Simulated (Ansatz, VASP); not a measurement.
MgS in VASP and in Ansatz

```
Mg S
1.0
    -0.09834    2.81746    2.81746
     2.81746   -0.09834    2.81746
     2.81746    2.81746   -0.09834
Mg S
1 1
Cartesian
  -0.0175 -0.0175 -0.0175
  1.4017 1.4017 1.4017
```

Change from the starting cell: epitaxial_111 strain +3.0%.

Alike in both runs: task single point; functional PBE; k mesh 8 × 8 × 8; occupations fermi-dirac, width 0.02 eV; no spin polarisation.

|  | VASP | Ansatz |
| --- | --- | --- |
| version | VASP 6.6.1 | Ansatz 0.2.0 |
| potentials or method | VASP PAW PBE potentials, release 64 (Mg, S) | plane waves, PAW |
| plane-wave cutoff (eV) | 520 | 420 |
| valence electrons in the cell | 8 | 16 |

Ansatz gave:

```
gap on the k mesh at the Fermi level (eV)       : 3.07
pressure (GPa)                                  : -1.0
largest component of the traceless stress (GPa) : 0.99
rms of the force components (eV/Å)              : 0.006
```

Problem. What did VASP give for the same quantities?

Solution. gap on the k mesh at the Fermi level (eV): 3.06; pressure (GPa): -1.2; largest component of the traceless stress (GPa): 0.99; rms of the force components (eV/Å): 0.005.

Atom by atom the forces differ by 0.001 eV/Å (rms over components). The two sets of potentials don't hold the same shells in valence.
